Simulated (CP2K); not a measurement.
The system is TiAl.

```xyz
2
Lattice="3.1791 0.0000 0.0000 0.0000 3.1791 0.0000 0.0000 0.0000 3.1791" Properties=species:S:1:pos:R:3 pbc="T T T"
Ti    0.0000    0.0000    0.0000
Al    1.5895    1.5895    1.5895
```

The cell comes from a database or a generator and needn't be the stable form of this composition.

Base run:

- Program: CP2K 2026.2
- Functional: PBE
- Potentials or basis: POTENTIAL_UZH Ti GTH-PBE-q12, Al GTH-PBE-q3; TZVP-MOLOPT-PBE-GTH basis
- Density cutoff: 9184 eV
- k mesh: 8 × 8 × 8
- Occupations: fermi-dirac, width 0.05 eV
- Spin: no spin polarisation

Its results: band gap on the k mesh none (metal or under the smearing width); pressure 0.9 GPa.

Question: The run is repeated on the same cell with these changes: functional from PBE to PBEsol. What comes out?

Answer: Band gap on the k mesh none (metal or under the smearing width); pressure -1.4 GPa.

PBEsol binds more tightly than PBE, so the same cell stands under less pressure.

Caveats: the basis of atomic orbitals isn't converged, which shifts pressures, moduli and gaps; the potentials were made for another functional, which shifts forces and pressure (some runs).
